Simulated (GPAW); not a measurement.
Write an ASE script for GPAW 26.7.0 that does the following.

```
Task                : single point
Functional          : PBE
Potentials or basis : GPAW PAW data sets (gpaw-data 1.2.1)
Cutoff              : 600 eV
Basis               : pw
k mesh              : 7 × 7 × 7
Occupations         : gaussian, width 0.021 eV
Spin                : no spin polarisation
Maxiter             : 150
```

Crystal: Sn.

```xyz
2
Lattice="0.0000 3.2333 3.2333 3.2333 0.0000 3.2333 3.2333 3.2333 0.0000" Properties=species:S:1:pos:R:3 pbc="T T T"
Sn    4.8500    4.8500    4.8500
Sn    3.2333    3.2333    3.2333
```

This isn't the form of Sn at room conditions, which is tetragonal (white tin).

One way to write it, as run:

run.py

```python
from ase import Atoms
from ase.dft.bandgap import bandgap
from ase.io import write
from ase.units import GPa
from gpaw import GPAW, PW

atoms = Atoms(['Sn', 'Sn'],
              cell=[[0.0, 3.2333428, 3.2333428],
                    [3.2333428, 0.0, 3.2333428],
                    [3.2333428, 3.2333428, 0.0]],
              scaled_positions=[[0.75, 0.75, 0.75],
                                [0.5, 0.5, 0.5]],
              pbc=True)

calc = GPAW(mode=PW(600),
            xc='PBE',
            kpts={'size': (7, 7, 7), 'gamma': True},
            occupations={'name': 'methfessel-paxton', 'order': 0, 'width': 0.020999999999999998},
            nbands=24,
            convergence={'density': 1e-05, 'energy': 1e-05},
            maxiter=150,
            txt='gpaw.txt')
atoms.calc = calc
energy = atoms.get_potential_energy()
forces = atoms.get_forces()
stress = atoms.get_stress()
calc.write('gs.gpw')
write('result.traj', atoms)
print(f'Energy: {energy:.6f} eV')
print('Forces (eV/A):')
print(forces.round(4))
print('Stress (GPa):', (stress / GPa).round(3))
print('Fermi level:', round(calc.get_fermi_level(), 4), 'eV')
print(f'Gap: {bandgap(calc)[0]:.4f} eV, direct: {bandgap(calc, direct=True)[0]:.4f} eV')
```

Potentials or basis: GPAW PAW data sets (gpaw-data 1.2.1), pw.

Launch:

```sh
$ OMP_NUM_THREADS=1 python run.py
```

It gave:

```yaml
Pressure: 3.5 GPa
Band_gap_on_the_k_mesh: none (metal or under the smearing width)
```

Run time: 17 s on 1 thread of Arm Neoverse V2, on a shared host, peak memory 0.17 GiB.
